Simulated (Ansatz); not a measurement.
## RbBr: experiment and calculation

**The experiment to reproduce.**

A printed reference work, textbook reports, for a bulk crystal of RbBr: lattice constant a 6.889 Å.

The results are compared with them further down.

The calculation used DFT PBE, scalar-relativistic, plane waves, PAW (Ansatz 0.2.0).

Plane waves to 420 eV, a k mesh through Γ of 6×6×6 on the computed 2-atom cell and Gaussian smearing (0.02 eV); no spin polarisation.

Relaxed structure, symmetry kept:

```cif
data_structure
_symmetry_space_group_name_H-M 'Fm-3m'
_symmetry_Int_Tables_number 225
_cell_length_a 7.0174
_cell_length_b 7.0174
_cell_length_c 7.0174
_cell_angle_alpha 90.000
_cell_angle_beta 90.000
_cell_angle_gamma 90.000
_cell_volume 345.56
loop_
_atom_site_label
_atom_site_type_symbol
_atom_site_symmetry_multiplicity
_atom_site_Wyckoff_symbol
_atom_site_fract_x
_atom_site_fract_y
_atom_site_fract_z
_atom_site_occupancy
Rb1 Rb 4 a 0.00000 0.00000 0.00000 1
Br1 Br 4 b 0.50000 0.00000 0.00000 1
```

* Space group: Fm-3m (No. 225)
* Volume per atom: 43.19 Å³
* Formation energy from the elements' standard states (Br, Hg as crystals; uncorrected): -1.770 eV/atom
* Kohn–Sham band gap: 4.19 eV, direct at Γ
* Löwdin character of the top 1 eV of the valence band: Br 4p 96 %
* Löwdin character of the lowest 1 eV of the conduction band: Rb 5s 76 %, Br 4s 15 %
* Electron masses at the edge by Cartesian direction of the standard setting (m_e; degenerate bands sorted by energy; no spin-orbit coupling): x: 0.39; y: 0.39; z: 0.39
* Hole masses at the edge by Cartesian direction of the standard setting (m_e; degenerate bands sorted by energy; no spin-orbit coupling): x: 5.6, 5.6, 0.63; y: 5.6, 5.6, 0.63; z: 5.6, 5.6, 0.63
* Bulk modulus: 11.9 GPa
* Its pressure derivative: 4.9
* Electronic dielectric constant xx, yy, zz of the standard setting (independent particles): 2.7, 2.7, 2.7
* Bader charges (e): Rb (1 in the cell) 0.83, Br (1 in the cell) -0.83

Against the measured lattice constant a of RbBr, 6.889 Å (a printed reference work, textbook), the calculated 7.017 Å is off by +1.9 %. The calculation is for 0 K without zero-point motion.